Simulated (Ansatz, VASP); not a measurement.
## AgBr: VASP beside Ansatz

```
Ag Br
1.0
     0.00000    2.92166    2.92166
     2.92166    0.00000    2.92166
     2.92166    2.92166    0.00000
Ag Br
1 1
Direct
  0.00000 0.00000 0.00000
  0.50000 0.50000 0.50000
```

Alike in both runs: functional PBE; k mesh 8 × 8 × 8; occupations gaussian, width 0.02 eV; no spin polarisation.

Ansatz relaxed the structure, and its values are those at the end. VASP's run is a single point on that final structure, the one shown.

|  | VASP | Ansatz |
| --- | --- | --- |
| version | VASP 6.6.1 | Ansatz 0.2.0 |
| potentials or method | VASP PAW PBE potentials, release 64 (Ag, Br) | scalar-relativistic, plane waves, PAW |
| plane-wave cutoff (eV) | 520 | 420 |
| valence electrons in the cell | 18 | 26 |

VASP gave:

- gap on the k mesh at the Fermi level (eV): 0.69
- least direct gap on the mesh (eV): 2.43
- pressure (GPa): -0.1

Estimate Ansatz's values.

gap on the k mesh at the Fermi level (eV): 0.69; least direct gap on the mesh (eV): 2.43; pressure (GPa): 0.0.

With one functional, cell and mesh, what is left measures potentials, basis and numerics. The two sets of potentials don't hold the same shells in valence.

A k mesh can miss the band edges.
